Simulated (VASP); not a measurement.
# Al (Fm-3m) in VASP: settings compared

Aim: see how the results for Al move with the level of theory and the settings. Levels: MS2, M06-L. Tasks: band structure.

Program: VASP 6.6.1. These are calculated values, not measurements. Logs are shortened: lines on timing, memory, paths and dates and some standing lists are left out, and cuts for length are marked.

**1. Starting point**

The structure is cubic, space group Fm-3m (No. 225). Conventional cell: a = 4.050 Å, b = 4.050 Å, c = 4.050 Å, α = 90.00°, β = 90.00°, γ = 90.00°. Al (site symmetry m-3m) is surrounded by 12 Al at 2.86 Å.

**2. Band structure, MS2**

The input, INCAR:

```
SYSTEM = Al
ALGO = Normal ; EDIFF = 1E-6
ENCUT = 520 ; ISIF = 2
ISMEAR = -1 ; LASPH = .TRUE.
LCHARG = .FALSE. ; LMIXTAU = .TRUE.
LREAL = .FALSE. ; LWAVE = .FALSE.
METAGGA = MS2 ; NELM = 80
PREC = Accurate ; SIGMA = 0.05
```

The input, KPOINTS:

```
k-points
0
G
  11 11 11
  0 0 0
```

The input, POSCAR:

```
Al
1.0
    0.0000000000      2.0248050000      2.0248050000
    2.0248050000      0.0000000000      2.0248050000
    2.0248050000      2.0248050000      0.0000000000
Al
1
Direct
    0.0000000000      0.0000000000      0.0000000000
```

The input, KPOINTS_OPT:

```
path GXWKGLUWLK,UX
10
line-mode
reciprocal
 0.0000000000  0.0000000000  0.0000000000  G
 0.5000000000  0.0000000000  0.5000000000  X

 0.5000000000  0.0000000000  0.5000000000  X
 0.5000000000  0.2500000000  0.7500000000  W

 0.5000000000  0.2500000000  0.7500000000  W
 0.3750000000  0.3750000000  0.7500000000  K

 0.3750000000  0.3750000000  0.7500000000  K
 0.0000000000  0.0000000000  0.0000000000  G

 0.0000000000  0.0000000000  0.0000000000  G
 0.5000000000  0.5000000000  0.5000000000  L

 0.5000000000  0.5000000000  0.5000000000  L
 0.6250000000  0.2500000000  0.6250000000  U

 0.6250000000  0.2500000000  0.6250000000  U
 0.5000000000  0.2500000000  0.7500000000  W

 0.5000000000  0.2500000000  0.7500000000  W
 0.5000000000  0.5000000000  0.5000000000  L

 0.5000000000  0.5000000000  0.5000000000  L
 0.3750000000  0.3750000000  0.7500000000  K

 0.6250000000  0.2500000000  0.6250000000  U
 0.5000000000  0.0000000000  0.5000000000  X
```

Potentials or basis: VASP PAW PBE potentials, release 64 (Al).

Launch:

```console
> cat potpaw_PBE.64/Al/POTCAR > POTCAR
> mpirun -np 1 vasp_std > vasp.out
```

OUTCAR:

```text
SYSTEM = Al
   EDIFF = 1E-6
   ENCUT = 520
   ISIF = 2
   ISMEAR = -1
   LASPH = .TRUE.
   LREAL = .FALSE.
   METAGGA = MS2
   NELM = 80
   PREC = Accurate

 ion  position               nearest neighbor table
   1  0.000  0.000  0.000-

  LATTYP: Found a face centered cubic cell.
 ALAT       =     4.0496100000

  Lattice vectors:

 A1 = (   0.0000000000,   2.0248050000,   2.0248050000)
 A2 = (   2.0248050000,   0.0000000000,   2.0248050000)
 A3 = (   2.0248050000,   2.0248050000,   0.0000000000)

Analysis of symmetry for initial positions (statically):
=====================================================================
 Subroutine PRICEL returns:
 Original cell was already a primitive cell.

 Routine SETGRP: Setting up the symmetry group for a
 face centered cubic supercell.

 Subroutine GETGRP returns: Found 48 space group operations
 (whereof 48 operations were pure point group operations)
 out of a pool of 48 trial point group operations.

The static configuration has the point symmetry O_h .

Analysis of symmetry for dynamics (positions and initial velocities):
=====================================================================
 Subroutine PRICEL returns:
 Original cell was already a primitive cell.

 Routine SETGRP: Setting up the symmetry group for a
 face centered cubic supercell.

 Subroutine GETGRP returns: Found 48 space group operations
 (whereof 48 operations were pure point group operations)
 out of a pool of 48 trial point group operations.

The dynamic configuration has the point symmetry O_h .

 Subroutine INISYM returns: Found 48 space group operations
 (whereof 48 operations are pure point group operations),
 and found     1 'primitive' translations

----------------------------------------------------------------------------------------

                                     Primitive cell

  volume of cell :      16.6027

  direct lattice vectors                    reciprocal lattice vectors
     0.000000000  2.024805000  2.024805000    -0.246937359  0.246937359  0.246937359
     2.024805000  0.000000000  2.024805000     0.246937359 -0.246937359  0.246937359
     2.024805000  2.024805000  0.000000000     0.246937359  0.246937359 -0.246937359

  length of vectors
     2.863506692  2.863506692  2.863506692     0.427708053  0.427708053  0.427708053

[... 75 lines left out ...]
   LASPH  =      T    aspherical Exc in radial PAW
   ENCUT  =  520.0 eV  38.22 Ry    6.18 a.u.   5.32  5.32  5.32*2*pi/ulx,y,z
   NELM   =     80;   NELMIN=  2; NELMDL= -5     # of ELM steps
   EDIFF  = 0.1E-05   stopping-criterion for ELM
   LREAL  =      F    real-space projection
   EDIFFG = 0.1E-04   stopping-criterion for IOM
   NSW    =      0    number of steps for IOM
   IBRION =     -1    ionic relax: 0-MD 1-quasi-New 2-CG
   NFREE  =      0    steps in history (QN), initial steepest desc. (CG)
   ISIF   =      2    stress and relaxation
   ISYM   =      2    0-nonsym 1-usesym 2-fastsym
   POTIM  = 0.5000    time-step for ionic-motion
   TEBEG  =    0.0;   TEEND  =   0.0 temperature during run
   PSTRESS=    0.0 pullay stress
   NELECT =       3.0000    total number of electrons
   NUPDOWN=      -1.0000    fix difference up-down
   EMIN   =  10.00;   EMAX   =-10.00  energy-range for DOS
   EFERMI =   0.00;   METHOD = LEGACY
   ISMEAR =    -1;   SIGMA  =   0.05  broadening in eV -4-tet -1-fermi 0-gaus
   EFERMI_NEDOS =   21; number of points for ismear=-14 and -15
   IALGO  =     38    algorithm
   IMIX   =      4    mixing-type and parameters
     AMIX     =   0.40;   BMIX     =  1.00
     AMIX_MAG =   1.60;   BMIX_MAG =  1.00
  volume/ion in A,a.u.               =      16.60       112.04
  Fermi-wavevector in a.u.,A,eV,Ry     =   0.925526  1.748991 11.654733  0.856599
  Thomas-Fermi vector in A             =   2.051390
   LORBIT       =      0    0 simple, 1 ext, 2 COOP (PROOUT), +10 PAW based schemes
   METAGGA = MS2    functional components
   LHFCALC =     F    Hartree Fock is set to
   AEXX    =    0.0000 exact exchange contribution
   IVDW    =     0    specifies the selected vdW correction
   LEPSILON=     F    determine dielectric tensor
   LRPA    =     F    only Hartree local field effects (RPA)
 non-spin polarized calculation
  energy-cutoff  :      520.00
  volume of cell :       16.60
 maximum number of plane-waves:       459
 NGX is ok and might be reduce to    24
   NGX = 11   NGY = 11   NGZ = 11

 number of electron       3.0000000 magnetization

 Free energy of the ion-electron system (eV)
  ---------------------------------------------------
  ext. energy  EPLUGINS =         0.00000000
  ---------------------------------------------------
  free energy    TOTEN  =        -7.63329159 eV

  energy without entropy =       -7.62934379  energy(sigma->0) =       -7.63131769

 E-fermi :   7.9342     XC(G=0): -10.3115

 val. band max:        7.9179588148   @ k =  -0.4545   0.3636   0.0000
 cond. band min:       7.9596602342   @ k =   0.4545   0.1818   0.0909
 fundamental gap:      0.0417014194
 Fermi energy:         7.9342279661

 k-point     1 :       0.0000    0.0000    0.0000
  band No.  band energies     occupation
      1      -3.2903      2.00000
      2      20.5622      0.00000
      3      20.5622      0.00000
      4      20.5622      0.00000
      5      22.2271      0.00000
[... 177 lines left out ...]
 k-point    24 :      -0.1818    0.1818    0.0000
  band No.  band energies     occupation
      1      -0.8933      2.00000
      2      11.7723      0.00000
      3      13.2450      0.00000
      4      19.8875      0.00000
      5      21.8715      0.00000

 [... further k-points ...]

------------------------ aborting loop because EDIFF is reached ----------------------------------------

  FORCE on cell =-STRESS in cart. coord.  units (eV):
  Direction    XX          YY          ZZ          XY          YZ          ZX
  --------------------------------------------------------------------------------------
  -------------------------------------------------------------------------------------
  Total       -0.2002945     -0.2002945     -0.2002945      0.0000000      0.0000000      0.0000000
  in kB      -19.3285782    -19.3285782    -19.3285782      0.0000000      0.0000000      0.0000000
  external PRESSURE =     -19.3285782 kB  Pullay stress =       0.0000000 kB

 VOLUME and BASIS-vectors are now :
 -----------------------------------------------------------------------------
  energy-cutoff  :      520.00
  volume of cell :       16.60
      direct lattice vectors                 reciprocal lattice vectors
     0.000000000  2.024805000  2.024805000    -0.246937359  0.246937359  0.246937359
     2.024805000  0.000000000  2.024805000     0.246937359 -0.246937359  0.246937359
     2.024805000  2.024805000  0.000000000     0.246937359  0.246937359 -0.246937359

 POSITION                                       TOTAL-FORCE (eV/Angst)
 -----------------------------------------------------------------------------------
      0.00000      0.00000      0.00000        -0.000000      0.000000      0.000000
 -----------------------------------------------------------------------------------
    total drift:                                0.000000     -0.000000     -0.000000

  FREE ENERGIE OF THE ION-ELECTRON SYSTEM (eV)
  ---------------------------------------------------
  free  energy   TOTEN  =        -7.6332915933 eV

  energy  without entropy=       -7.6293437885  energy(sigma->0) =       -7.63131769
```

Wall time 39 s (1 thread of AMD EPYC 7R43 (Zen 3), shared host); peak memory 0.1 GiB.

What came out:

| Item | Value |
| --- | --- |
| Free energy | -7.6333 eV |
| Pressure | -1.9 GPa |
| Band gap along the path | none (metal or under the smearing width) |

Levels at the corners of the path, in eV from the Fermi level:
| point | band 1 | band 2 | band 3 | band 4 | band 5 |
| --- | --- | --- | --- | --- | --- |
| Γ | -11.22 | 12.63 | 12.63 | 12.63 | 14.29 |
| X | -2.93 | -1.64 | 5.22 | 5.67 | 5.67 |
| X | -2.93 | -1.64 | 5.22 | 5.67 | 5.67 |
| W | -0.85 | -0.85 | 0.14 | 1.11 | 15.88 |
| W | -0.85 | -0.85 | 0.14 | 1.11 | 15.88 |
| K | -1.89 | -1.38 | -0.42 | 6.64 | 8.20 |
| K | -1.89 | -1.38 | -0.42 | 6.64 | 8.20 |
| Γ | -11.22 | 12.63 | 12.63 | 12.63 | 14.29 |
| Γ | -11.22 | 12.63 | 12.63 | 12.63 | 14.29 |
| L | -4.62 | -4.43 | 11.47 | 11.49 | 11.56 |
| L | -4.62 | -4.43 | 11.47 | 11.47 | 11.56 |
| U | -1.89 | -1.38 | -0.42 | 6.64 | 8.20 |
| U | -1.89 | -1.38 | -0.42 | 6.64 | 8.20 |
| W | -0.85 | -0.85 | 0.14 | 1.11 | 15.88 |
| W | -0.85 | -0.85 | 0.14 | 1.11 | 15.88 |
| L | -4.62 | -4.43 | 11.47 | 11.47 | 11.56 |
| L | -4.62 | -4.43 | 11.47 | 11.47 | 11.56 |
| K | -1.89 | -1.38 | -0.42 | 6.64 | 8.20 |
| U | -1.89 | -1.38 | -0.42 | 6.64 | 8.20 |
| X | -2.93 | -1.64 | 5.22 | 5.67 | 5.67 |

Caveat: the PAW data sets were made with another functional, which shifts forces and pressure a little.

**3. Band structure, M06-L**

The input, INCAR:

```
SYSTEM = Al
PREC     = Accurate       ! precision mode
ENCUT    = 520            ! plane-wave cutoff, eV
EDIFF    = 1E-6           ! SCF threshold, eV
ISMEAR   = -1             ! smearing method
SIGMA    = 0.05           ! smearing width, eV
LREAL    = .FALSE.        ! projectors in reciprocal space
LASPH    = .TRUE.         ! aspherical terms in the spheres
NELM     = 80             ! most SCF steps
ALGO     = Normal         ! electronic algorithm
ISIF     = 2              ! what is computed and relaxed
LWAVE    = .FALSE.        ! write WAVECAR
LCHARG   = .FALSE.        ! write CHGCAR
METAGGA  = M06L           ! meta-GGA
LMIXTAU  = .TRUE.       
NBANDS   = 8              ! bands
```

The input, KPOINTS:

```
Automatic mesh
0
G
  11 11 11
  0 0 0
```

POSCAR is that of step 2.

KPOINTS_OPT, as its differences from that of step 2:

```diff
@@ -1,3 +1,3 @@
 path GXWKGLUWLK,UX
-10
+15
 line-mode
```

Potentials or basis: VASP PAW PBE potentials, release 64 (Al).

Launch:

```console
> cat potpaw_PBE.64/Al/POTCAR > POTCAR
> mpirun -np 1 vasp_std > vasp.out
```

It took 1.8 min on 1 thread of AMD EPYC 7R43 (Zen 3), shared host; peak memory 0.11 GiB.

Results (log left out):

```
Free energy             : -7.6966 eV
Pressure                : -7.0 GPa
Band gap along the path : none (metal or under the smearing width)
```

Levels at the corners of the path, in eV from the Fermi level:
```tsv
point	band 1	band 2	band 3	band 4	band 5	band 6
Γ	-11.34	12.74	12.74	12.74	14.62	14.62
X	-3.10	-1.51	5.20	5.73	5.73	9.35
X	-3.10	-1.51	5.20	5.73	5.73	9.35
W	-0.97	-0.97	0.24	1.26	16.13	16.13
W	-0.97	-0.97	0.24	1.26	16.13	16.13
K	-2.04	-1.41	-0.31	6.72	8.35	16.02
K	-2.04	-1.41	-0.31	6.72	8.35	16.02
Γ	-11.34	12.74	12.74	12.74	14.62	14.62
Γ	-11.34	12.74	12.74	12.74	14.62	14.62
L	-4.69	-4.49	11.62	11.62	11.75	11.75
L	-4.69	-4.49	11.62	11.62	11.75	11.75
U	-2.04	-1.41	-0.31	6.72	8.35	16.02
U	-2.04	-1.41	-0.31	6.72	8.35	16.02
W	-0.97	-0.97	0.24	1.26	16.13	16.13
W	-0.97	-0.97	0.24	1.26	16.13	16.13
L	-4.69	-4.49	11.62	11.62	11.75	11.75
L	-4.69	-4.49	11.62	11.62	11.75	11.75
K	-2.04	-1.41	-0.31	6.72	8.35	16.02
U	-2.04	-1.41	-0.31	6.72	8.35	16.02
X	-3.10	-1.51	5.20	5.73	5.73	9.35
```

Caveat: the PAW data sets were made with another functional, which shifts forces and pressure a little.
